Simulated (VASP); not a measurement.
Here is a VASP 6.6.1 calculation.

INCAR

```
SYSTEM = BAs
  PREC = Accurate
  ENCUT = 600
  EDIFF = 1E-6
  ISMEAR = -1
  SIGMA = 0.05
  LREAL = .False.
  LASPH = .True.
  NELM = 100
  ALGO = Fast
  ISIF = 3
  LWAVE = .False.
  LCHARG = .False.
  GGA = B5
  ALDAX = 1.0
  AGGAX = 1.0
  AGGAC = 1.0
  ALDAC = 0.0
  IBRION = 2
  NSW = 60
  EDIFFG = -0.01
```

The input KPOINTS:

```
regular mesh
0
Gamma
  9 9 9
  0 0 0
```

File POSCAR:

```
BAs
1.0
    2.9343700000      0.0000000000      0.0000000000
    0.0000000000      2.9343700000      0.0000000000
    0.0000000000      0.0000000000      2.9343700000
B As
1 1
Direct
    0.5000000000      0.5000000000      0.5000000000
    0.0000000000      0.0000000000      0.0000000000
```

Potentials or basis: VASP PAW PBE potentials, release 64 (B, As).

Run with:

```console
$ cat potpaw_PBE.64/B/POTCAR potpaw_PBE.64/As/POTCAR > POTCAR
$ mpirun -np 1 vasp_std > vasp.out
```

Estimate the band gap on the k mesh.

none (metal or under the smearing width).

Predict the relaxed volume.

14.17 Å³/atom.

Estimate the relaxed cell.

a = 3.049 Å, b = 3.049 Å, c = 3.049 Å, α = 90.00°, β = 90.00°, γ = 90.00°.

What does it give for the space group after relaxing (to 0.05 Å)?

Pm-3m (No. 221).

The path:
| step | energy change (eV) | largest force (eV/Å) | pressure (GPa) | volume (Å³) |
| --- | --- | --- | --- | --- |
| 1 | 0.0000 | 0.0000 | 10.88 | 25.27 |
| 2 | -0.0945 | 0.0000 | -0.47 | 28.54 |
| 3 | -0.0948 | 0.0000 | 0.00 | 28.35 |

Caveat: the PAW data sets were made with another functional, which shifts forces and pressure a little.
